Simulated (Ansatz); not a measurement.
# Si8S: the cost of one run

Computed with Ansatz 0.2.0 (DFT PBE+D3(BJ), scalar-relativistic, plane waves, PAW, unless a step's input says otherwise).

3 further runs of the same task are left out: 3 set aside as unsound or not needed. Runs told in other sessions of the task aren't counted.

## (1) Starting point

Symmetry: P1, No. 1, triclinic system. Conventional cell: a = 3.816 Å, b = 6.313 Å, c = 21.232 Å, α = 90.00°, β = 90.00°, γ = 90.00°. Around Si (site symmetry 1) lie 3 Si at 2.34 to 2.36 Å. Around Si (site symmetry 1) lie 4 Si at 2.34 to 2.36 Å. Around Si (site symmetry 1) lie 4 Si at 2.29 to 2.36 Å. Si (site symmetry 1) is surrounded by 3 Si at 2.23 to 2.29 Å and 1 S at 2.54 Å. Si (site symmetry 1) has 3 Si at 2.23 to 2.29 Å in its first shell of neighbours. Only part of the 9 independent sites is listed.

As a file:

```xyz
9
Lattice="3.8155 0.0000 0.0000 0.0000 6.3129 0.0000 0.0000 0.0000 21.2319" Properties=species:S:1:pos:R:3 pbc="T T T"
Si    0.0000    5.9146    4.0000
Si    0.0000    3.5548    4.0000
Si    1.9078    2.7581    5.1014
Si    1.9078    0.3983    5.1014
Si    1.9078    5.8917    7.3178
Si    1.9078    3.5778    7.3178
Si    0.0000    2.6933    8.2319
Si    0.0000    0.4632    8.2319
S     1.2718    2.6933   10.4319
```

This is the geometry of the first run shown, built on a cell relaxed beforehand with the same method.

## (2) What is varied

Atoms count from 1 in the order of the input.

S is moved over the surface cell at a fixed height above a rigid substrate; the origin of the map has the adsorbate above Si7; the height is held at 2.20 Å.

- position of S9 along the first surface vector, from above Si7: 6 values from 0.000 to 0.833, periodic
- position of S9 along the second surface vector, from above Si7: 6 values from 0.000 to 0.833, periodic

Nothing else is relaxed. Points are written as (first, second).

The two vectors of the plane (Å): (3.816, 0.000, 0.000); (0.000, 6.313, 0.000).

## (3) Point (2/6, 0/6) of the map's two axes

A dipole layer in the vacuum cancels the field that periodic copies would set up if the slab's two faces differ.

input.yaml

```yaml
crystal:
  lattice:
    - [3.8155170197, 0.0, 0.0]
    - [0.0, 6.3129357895, 0.0]
    - [0.0, 0.0, 21.2318711397]
  atoms:
    - { symbol: Si, position: [0.0, 0.9369021388, 0.1883960191] }
    - { symbol: Si, position: [0.0, 0.5630978612, 0.1883960191] }
    - { symbol: Si, position: [0.5, 0.4369021388, 0.2402729771] }
    - { symbol: Si, position: [0.5, 0.0630978612, 0.2402729771] }
    - { symbol: Si, position: [0.5, 0.9332664454, 0.3446595292] }
    - { symbol: Si, position: [0.5, 0.5667335546, 0.3446595292] }
    - { symbol: Si, position: [0.0, 0.4266292815, 0.387712938] }
    - { symbol: Si, position: [0.0, 0.0733707185, 0.387712938] }
    - { symbol: S, position: [0.3333333333, 0.4266292815, 0.4913307485], spin: 2.0 }
basis:
  ecutwfc: 420
kpoints:
  mp_grid: { grid: [7, 4, 1] }
hamiltonian:
  xc: pbe
  pseudopotentials: { kind: paw, azcp: { folder: soft_1 } }
  dispersion: d3bj
scf:
  occupations: { method: gaussian, width: 0.05 }
output:
  forces: true
  eigenvalues: true
  populations: true
magnetization:
  spin_polarized: true
efield:
  axis: 3
  dipole_correction: true
  ramp_width: 0.04
```

Command:

```sh
ansatz run input.yaml --threads 1 --pin off --max-ram 3072MiB --backend cpu --events-out ev --progress --plain --runs-dir out
```

What time and memory should one allow on 1 thread of Arm Neoverse V2, shared host?

About 1.7 min, with a peak of 0.77 GiB.
